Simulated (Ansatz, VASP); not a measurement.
**Two plane-wave programs on Mg**

The input INCAR:

```
  PREC = Accurate
  ENCUT = 520
  EDIFF = 1E-6
  ISMEAR = -1
  SIGMA = 0.1
  LREAL = F
  LASPH = T
  NELM = 100
  ALGO = Normal
  ISIF = 2
  LWAVE = F
  LCHARG = F
  GGA = PS
  NBANDS = 12
```

File KPOINTS:

```
Automatic mesh
0
Gamma
  13 13 4
```

POSCAR

```
Mg
1.0
    3.2181798341      0.0000000000      0.0000000000
   -1.6090899170      2.7870254903      0.0000000000
    0.0000000000      0.0000000000     10.4665911711
Mg
4
Direct
    0.0000000000      1.0000000000      0.0000000000
    0.0000000000      0.0000000000      0.5000000000
    0.3333333333      0.6666666667      0.2500000000
    0.6666666667      0.3333333333      0.7500000000
```

Input for Ansatz:

```yaml
crystal:
  lattice:
    - [3.2181798341, 0.0, 0.0]
    - [-1.609089917, 2.7870254903, 0.0]
    - [0.0, 0.0, 10.4665911711]
  atoms:
    - { symbol: Mg, position: [0.0, 1.0, 0.0] }
    - { symbol: Mg, position: [0.0, 0.0, 0.5] }
    - { symbol: Mg, position: [0.3333333333, 0.6666666667, 0.25] }
    - { symbol: Mg, position: [0.6666666667, 0.3333333333, 0.75] }
hamiltonian:
  xc: pbesol
  pseudopotentials:
    kind: paw
    azcp:
      Mg: "pseudopotentials/Mg.paw.azcp"
basis:
  ecutwfc: 420
  fft_grid_basis: typed
kpoints:
  mp_grid: { grid: [13, 13, 4], shift: [0, 0, 0] }
magnetization:
  spin_polarized: false
scf:
  occupations: { method: fermi_dirac, width: 0.1 }
  lower_state_search: "off"
output:
  stress: true
  write_density: true
  write_potential: true
  elf: true
  volumetric_format: npy
```

Alike in both runs: task single point; functional PBEsol; k mesh 13 × 13 × 4; occupations fermi-dirac, width 0.1 eV; no spin polarisation.

```csv
,VASP,Ansatz
version,VASP 6.6.1,Ansatz 0.2.0
potentials or method,"VASP PAW PBE potentials, release 64 (Mg)","plane waves (420 eV) with PAW, scalar-relativistic"
plane-wave cutoff (eV),520,420
valence electrons in the cell,8,40
```

VASP gave:

* pressure (GPa): -1.3

Estimate Ansatz's values.

pressure (GPa): -1.2.

The two sets of potentials don't hold the same shells in valence. Ansatz warned: «pseudo_functional_mismatch».

Caveats: the PAW data sets were made with another functional, which shifts forces and pressure a little (VASP).
